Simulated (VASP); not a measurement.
# Settings for Cd: energy difference of two geometries

Cd, Fm-3m (no. 225), 1 atom in the cell. RPBE, energy difference of two geometries; PAW potentials Cd (PBE set). VASP 6.6.1.

Wanted: energy difference within 0.5 meV/atom.

What the run is for: energy difference; Accuracy asked: standard; Second geometry: volume scaled by 1.06.

The series start from Plane-wave cutoff (eV): 360; Smearing width (eV): 0.1; k-point mesh: 14 × 14 × 14; Electronic threshold (eV): 1e-6; Aspherical gradient terms in the spheres (LASPH): yes; Electronic algorithm: ALGO=Normal. Each series keeps the choices made before it, and each single choice may use up half of a tolerance. Times cover all steps of a run.

## Plane-wave cutoff (eV)

| Plane-wave cutoff (eV) | Energy difference (meV/atom) | Time (s) |
|---|---|---|
| 220 | -40.17 | 8.1 |
| 280 | -27.63 | 11 |
| 320 | -27.85 | 13 |
| 360 | -27.68 | 12 |
| 410 | -27.52 | 20 |
| 480 | -27.58 | 21 |
| 580 | -27.58 | 32 |
| 720 (reference) | -27.58 | 33 |

## Smearing width (eV)

| Smearing width (eV) | Energy difference (meV/atom) | Time (s) |
|---|---|---|
| 0.4 | -27.58 | 13 |
| 0.3 | -27.75 | 13 |
| 0.2 | -27.59 | 13 |
| 0.15 | -27.78 | 13 |
| 0.1 | -27.68 | 12 |
| 0.05 (reference) | -27.69 | 13 |

## k-point mesh

| k-point mesh | Energy difference (meV/atom) | Time (s) |
|---|---|---|
| 5 × 5 × 5 | -35.74 | 3.3 |
| 6 × 6 × 6 | -43.68 | 3.8 |
| 8 × 8 × 8 | -30.66 | 5.4 |
| 9 × 9 × 9 | -29.25 | 5.9 |
| 12 × 12 × 12 | -28.91 | 9.9 |
| 14 × 14 × 14 | -27.58 | 13 |
| 17 × 17 × 17 | -27.76 | 20 |
| 20 × 20 × 20 | -27.77 | 29 |
| 24 × 24 × 24 (reference) | -28.07 | 45 |

## Electronic threshold (eV)

| Electronic threshold (eV) | Energy difference (meV/atom) | Time (s) |
|---|---|---|
| 0.001 | -28.06 | 34 |
| 0.0001 | -28.07 | 35 |
| 1e-5 | -28.07 | 40 |
| 1e-6 | -28.07 | 45 |
| 1e-7 | -28.07 | 45 |
| 1e-8 (reference) | -28.07 | 49 |

## Aspherical gradient terms in the spheres (LASPH)

| Aspherical gradient terms in the spheres (LASPH) | Energy difference (meV/atom) | Time (s) |
|---|---|---|
| yes | -28.06 | 34 |
| no | -28.06 | 32 |

## Electronic algorithm

| Electronic algorithm | Energy difference (meV/atom) | Time (s) |
|---|---|---|
| ALGO=Normal | -28.06 | 34 |
| ALGO=Fast | -28.06 | 33 |
| ALGO=VeryFast | -28.62 | 48 |
| ALGO=All ISEARCH=1 | -28.07 | 36 |
| ALGO=All ISEARCH=0 | -28.07 | 36 |
| ALGO=Damped TIME=0.4 | -28.06 | 42 |
| ALGO=Damped TIME=0.1 | -28.42 | 42 |

## Question

The rows run from the loosest to the tightest (no order: aspherical gradient terms in the spheres, electronic algorithm). For each series: choose the loosest value from which every tighter one stays within half of the tolerance; where there is no order, keep the first row unless others stay within half of the tolerance and take at least 30 % less time, and then take the fastest.

## Answer

- Plane-wave cutoff (eV): 360
- Smearing width (eV): 0.4
- k-point mesh: 24 × 24 × 24, the tightest run, since the next looser one is off by more than half of the tolerance (convergence isn't shown beyond it)
- Electronic threshold (eV): 0.001
- Aspherical gradient terms in the spheres (LASPH): yes
- Electronic algorithm: ALGO=Normal

## All choices together

| Input | Energy difference (meV/atom) | Time (s) |
|---|---|---|
| the program's defaults (naive) | -38.44 | 1.4 |
| chosen settings | -28.06 | 34 |
| reference settings throughout | -28.32 | 131 |

The chosen settings stay within the tolerance of the reference run, but the reference itself isn't shown to be converged in: k-point mesh.

## The input

INCAR:
```
GGA = RP ; ISMEAR = 2
SIGMA = 0.4 ; LWAVE = F
LCHARG = F ; ISIF = 2
PREC = Accurate ; LASPH = T
LREAL = F ; ALGO = Normal
EDIFF = 0.001 ; NELM = 120
GGA_COMPAT = F ; ENCUT = 360
```

KPOINTS:
```
Automatic mesh
0
Gamma
  24 24 24
  0 0 0
```

POSCAR.step1:
```
Cd
1.0
    0.0000000000      2.2181497500      2.2181497500
    2.2181497500      0.0000000000      2.2181497500
    2.2181497500      2.2181497500      0.0000000000
Cd
1
Direct
    0.0000000000      0.0000000000      0.0000000000
```

POSCAR.step2:
```
Cd
1.0
    0.0000000000      2.2616539272      2.2616539272
    2.2616539272      0.0000000000      2.2616539272
    2.2616539272      2.2616539272      0.0000000000
Cd
1
Direct
    0.0000000000      0.0000000000      0.0000000000
```

Commands (each step's output is kept before the next begins):
```
cat potpaw_PBE.64/Cd/POTCAR > POTCAR
cp POSCAR.step1 POSCAR
mpirun -np 1 vasp_std > vasp.out
cp POSCAR.step2 POSCAR
mpirun -np 1 vasp_std > vasp.out
```

The chosen input took VASP 6.6.1 34 s on 1 core (AMD EPYC 9R45 (Zen 5)), a shared host.

## An input that fails: damping step far too long

The electronic loop stops at its limit of 65 steps.

Changes against the starting input:
```
- ALGO = Normal
- NELM = 120
+ ALGO = Damped
+ NELM = 65
+ TIME = 4.0
```
